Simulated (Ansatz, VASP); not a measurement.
## Sb in VASP and in Ansatz

```
Sb
1.0
     5.92433    0.00000    0.00000
    -0.17764    6.00469    0.00000
    -2.33365   -2.62616    5.87844
Sb
6
Direct
  0.73709 0.14721 0.66111
  0.85165 0.26597 0.32930
  0.14835 0.73403 0.67070
  0.38369 0.38625 0.09954
  0.61631 0.61375 0.90046
  0.26291 0.85279 0.33889
```

Alike in both runs: task relaxation of cell and atoms; functional PBE; k mesh 4 × 4 × 4; occupations gaussian, width 0.1 eV; no spin polarisation.

|  | VASP | Ansatz |
| --- | --- | --- |
| version | VASP 6.6.1 | Ansatz 0.2.0 |
| potentials or method | VASP PAW PBE potentials, release 64 (Sb) | scalar-relativistic, plane waves, PAW |
| plane-wave cutoff (eV) | 600 | 420 |
| valence electrons in the cell | 30 | 90 |

|  | VASP | Ansatz | Ansatz less VASP |
| --- | --- | --- | --- |
| gap on the k mesh at the Fermi level, each at its own relaxed structure (eV) | none | none | - |
| relaxed volume (Å³/atom) | 35.01 | 34.90 | -0.111 |
| relaxed cell length with the largest relative difference (Å) | 6.860 | 6.844 | -0.0160 |

A gap of «none» marks a metal or a gap that the smearing closes. The two sets of potentials don't hold the same shells in valence.

The runs have no spin-orbit coupling, so splittings on Sb are missing.
